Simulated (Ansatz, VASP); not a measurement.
# Two plane-wave programs on Os

```
Os
1.0
     2.73410    0.00000    0.00000
    -1.36705    2.36780    0.00000
     0.00000    0.00000    4.31970
Os
2
Cartesian
  1.3671 0.7893 3.2398
  0.0000 1.5785 1.0799
```

Alike in both runs: task relaxation of cell and atoms; functional PBE; k mesh 11 × 11 × 6; occupations fermi-dirac, width 0.05 eV; no spin polarisation.

|  | VASP | Ansatz |
| --- | --- | --- |
| version | VASP 6.6.1 | Ansatz 0.2.0 |
| potentials or method | VASP PAW PBE potentials, release 54 (Os) | Ansatz PAW |
| plane-wave cutoff (eV) | 600 | 420 |
| valence electrons in the cell | 16 | 32 |

Ansatz gave:

- gap on the k mesh at the Fermi level, each at its own relaxed structure (eV): none
- relaxed volume (Å³/atom): 14.28
- relaxed cell length with the largest relative difference (Å): 4.349
- energy change over the relaxation (meV/atom): -8

Estimate VASP's values.

gap on the k mesh at the Fermi level, each at its own relaxed structure (eV): none; relaxed volume (Å³/atom): 14.28; relaxed cell length with the largest relative difference (Å): 4.348; energy change over the relaxation (meV/atom): -8.

A gap of «none» marks a metal or a gap that the smearing closes. The two sets of potentials don't hold the same shells in valence.

Caveats: the plane-wave basis is chosen anew once the cell has moved, so the energies of steps on either side of that aren't comparable (Ansatz). Spin-orbit coupling is left out, which matters for the levels of Os. PBE usually gives volumes a little too large and moduli too small. Zero-point motion and thermal expansion aren't in these numbers.
